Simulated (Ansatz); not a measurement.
Input of an Ansatz 0.2.0 run:

Contents of input.yaml:

```yaml
crystal:
  lattice:
    - [3.0386068135, -1.75031996, 0.0]
    - [3.0386068135, 1.75031996, 0.0]
    - [-2.1154626375, 0.0, 6.0952248674]
  atoms:
    - { symbol: Pb, position: [0.90850841, 0.90850841, 0.7262922] }
    - { symbol: Pb, position: [0.09149159, 0.09149159, 0.2737078] }
hamiltonian:
  xc: pbesol
  pseudopotentials: { kind: paw_fr }
magnetization:
  noncollinear: true
  spin_orbit: true
kpoints:
  mp_grid: { grid: [9, 9, 5] }
  band_path:
    path:
      - [[0.0, 0.0, 0.0], [-0.5, -0.5, 0.0], [-0.526282425, -0.526282425, 0.1702002292], [-0.5, -0.5, 0.5], [-0.6857609943, -0.3142390057, 0.5]]
      - [[-0.3142390057, 0.3142390057, 0.5], [0.0, 0.0, 0.5], [-0.473717575, -0.473717575, 0.8297997708]]
      - [[-0.5, -0.5, 0.0], [-0.6570560781, -0.3429439219, 0.0]]
      - [[-0.3429439219, 0.3429439219, 0.0], [0.0, 0.0, 0.0], [-0.5, 0.0, 0.0]]
      - [[-0.5, 0.0, 0.5], [0.0, 0.0, 0.0]]
    npoints: 14
scf:
  occupations: { method: fermi_dirac, width: 0.05 }
  n_extra_bands: 6
output:
  forces: true
  stress: true
  eigenvalues: true
  fatbands: false
```

Potentials or basis: Ansatz PAW.

Run with:

```console
$ ansatz run input.yaml --threads 2 --pin off --max-ram 5632MiB --backend cpu --events-out ev --progress --plain --runs-dir out
```

(1) Estimate the band gap on the k mesh.

(2) Estimate the pressure.

## Answers

(1) none (metal or under the smearing width).

(2) -1.5 GPa.

Caveat: the PAW data sets come from PBE, with cores solved anew for the run's functional, which leaves a small shift of forces and pressure.
